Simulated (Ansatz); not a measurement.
# TaSi2: the cost of one run

Program: Ansatz 0.2.0. Level of theory: DFT PBE, scalar-relativistic, plane waves, PAW. These are calculated values, not measurements.

## Step 1: Starting point

It takes space group P6/mmm (No. 191, hexagonal). Conventional cell: a = 3.182 Å, b = 3.182 Å, c = 5.327 Å, α = 90.00°, β = 90.00°, γ = 120.00°. Around Ta (site symmetry 6/mmm) lie 6 Ta at 3.18 Å and 12 Si at 3.24 Å. Si (site symmetry -6m2) is surrounded by 3 Si at 1.84 Å.

As a file:

```
Ta Si
1.0
     3.18178    0.00000    0.00000
    -1.59089    2.75551    0.00000
     0.00000    0.00000    5.32657
Ta Si
1 2
Direct
  0.00000 0.00000 0.00000
  0.33333 0.66667 0.50000
  0.66667 0.33333 0.50000
```

The cell is invented: random cell by space group and Wyckoff sites (P6/mmm, No. 191). Its size is a rough estimate.

## Step 2: The guess as it stands, on a coarse mesh

Input file input.yaml:

```yaml
crystal:
  lattice:
    - [3.18178488, 0.0, 0.0]
    - [-1.59089244, 2.75550653, 0.0]
    - [0.0, 0.0, 5.32657145]
  atoms:
    - { symbol: Ta, position: [0.0, 0.0, 0.0] }
    - { symbol: Si, position: [0.33333333, 0.66666667, 0.5] }
    - { symbol: Si, position: [0.66666667, 0.33333333, 0.5] }
basis:
  ecutwfc: 420
kpoints:
  mp_grid: { grid: [6, 6, 4] }
hamiltonian:
  xc: pbe
scf:
  occupations: { method: gaussian, width: 0.1 }
  lower_state_search: "off"
output:
  forces: true
  stress: true
  eigenvalues: true
```

On the command line:

```sh
$ ansatz run input.yaml --threads 1 --pin off --max-ram 2560MiB --backend cpu --events-out ev --progress --plain --runs-dir out
```

**Question.** How long does this run take on 1 thread of Arm Neoverse V2, shared host, and how much memory does it need?

About 1.1 s, with a peak of 0.29 GiB.
